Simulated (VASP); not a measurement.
Write the native input for VASP 6.6.1 that does the following.

```yaml
Task: work function
Functional: PBEsol
Potentials_or_basis: VASP PAW PBE potentials, release 64 (Ag)
Cutoff: 520 eV
k_mesh: 12 × 12 × 1
Occupations: fermi-dirac, width 0.05 eV
Spin: no spin polarisation
Further_INCAR_settings: ALGO = Normal; EDIFF = 1e-06
```

The structure of Ag lies in POSCAR:

```
Ag
1.0
    2.8892383079      0.0000000000      0.0000000000
   -1.4446191540      2.5021537723      0.0000000000
    0.0000000000      0.0000000000     32.1543191995
Ag
7
Direct
    0.0000000000      0.0000000000      0.2799001883
    0.3333333333      0.6666666667      0.3532667922
    0.6666666667      0.3333333333      0.4266333961
    0.0000000000      0.0000000000      0.5000000000
    0.3333333333      0.6666666667      0.5733666039
    0.6666666667      0.3333333333      0.6467332078
    0.0000000000      0.0000000000      0.7200998117
```

The cell was built by a generator and needn't be a form met in nature.

One way to write it, as run:

INCAR

```
SYSTEM = Ag
PREC = Accurate
ENCUT = 520
EDIFF = 1E-6
ISMEAR = -1
SIGMA = 0.05
LREAL = .FALSE.
LASPH = .TRUE.
NELM = 100
ALGO = Normal
ISIF = 2
LWAVE = .FALSE.
LCHARG = .TRUE.
GGA = PS
LELF = .TRUE.
LVHAR = .TRUE.
LVACPOTAV = .TRUE.
```

KPOINTS

```
regular mesh
0
G
  12 12 1
  0 0 0
```

Potentials or basis: VASP PAW PBE potentials, release 64 (Ag).

Launch:

```sh
$ cat potpaw_PBE.64/Ag/POTCAR > POTCAR
$ mpirun -np 1 vasp_std > vasp.out
```

It gave:

```
Largest force          : 0.144 eV/Å
Band gap on the k mesh : none (metal or under the smearing width)
```

Caveat: the PAW data sets were made with another functional, which shifts forces and pressure a little.

Run time: 3.2 min on 1 thread of Intel(R) Xeon(R) 6975P-C (Granite Rapids), with other jobs on the host, peak memory 0.42 GiB.
